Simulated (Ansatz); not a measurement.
Crystal: SrCl2.

```
Sr Cl
1.0
     0.00000    3.48835    3.48835
     3.48835    0.00000    3.48835
     3.48835    3.48835    0.00000
Sr Cl
1 2
Direct
  0.00000 0.00000 0.00000
  0.75000 0.75000 0.75000
  0.25000 0.25000 0.25000
```

```yaml
Program: Ansatz 0.2.0
Task: single point
Functional: PBEsol
Potentials_or_basis: all-electron LAPW, scalar-relativistic
Cutoff: 156 eV (chosen from the basis error)
Basis_error_allowed: 0.001 eV/atom
k_mesh: 7 × 7 × 7
Occupations: fermi-dirac, width 0.05 eV
Spin: no spin polarisation
```

On this cell: pressure -1.1 GPa; largest force zero by symmetry; band gap on the k mesh 5.18 eV, indirect (least direct gap 5.48 eV).

The same run follows on a disturbed copy (atoms moved at random, drawn with an rms of 0.05 Å):

```
CELL_PARAMETERS angstrom
0.00000 3.48835 3.48835
3.48835 0.00000 3.48835
3.48835 3.48835 0.00000
ATOMIC_POSITIONS crystal
Sr 0.99028 0.99978 0.99929
Cl 0.74941 0.75593 0.74881
Cl 0.26038 0.25031 0.24447
```

Task: What changes?

Result: The energy moves by +3.1 meV/atom; pressure -1.0 GPa; largest force 0.196 eV/Å; band gap on the k mesh 5.17 eV, indirect (least direct gap 5.48 eV).

Forces in eV/Å, atoms in the order of the input:
```
Sr  -0.005  0.113  0.160
Cl  -0.077 -0.012 -0.043
Cl   0.083 -0.101 -0.117
```

Stress tensor (GPa, compression positive):
```
-0.96 -0.07 -0.09
-0.07 -0.98  0.20
-0.09  0.20 -0.99
```

Caveats: an odd mesh through Γ misses points on the zone boundary, where band edges often lie.
